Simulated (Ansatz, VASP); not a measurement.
## NaCl: VASP beside Ansatz

```xyz
2
Lattice="0.0000 2.5969 2.5969 2.5969 0.0000 2.5969 2.5969 2.5969 0.0000" Properties=species:S:1:pos:R:3 pbc="T T T"
Na    0.0000    0.0000    0.0000
Cl    2.5969    2.5969    2.5969
```

Alike in both runs: functional LDA; k mesh 8 × 8 × 8; no spin polarisation.

Ansatz relaxed the structure, and its values are those at the end. VASP's run is a single point on that final structure, the one shown.

```csv
,VASP,Ansatz
version,VASP 6.6.1,Ansatz 0.2.0
potentials or method,"VASP PAW LDA potentials, release 64 (Na_pv, Cl)","PAW with Ansatz's default frozen-core files, scalar-relativistic"
plane-wave cutoff (eV),520,420
occupations,"gaussian, width 0.01 eV",fixed
valence electrons in the cell,14,16
```

|  | VASP | Ansatz | Ansatz less VASP |
| --- | --- | --- | --- |
| gap on the k mesh at the Fermi level (eV) | 5.83 | 5.82 | -0.009 |
| pressure (GPa) | 7.1 | 7.0 | -0.08 |

The two sets of potentials don't hold the same shells in valence.
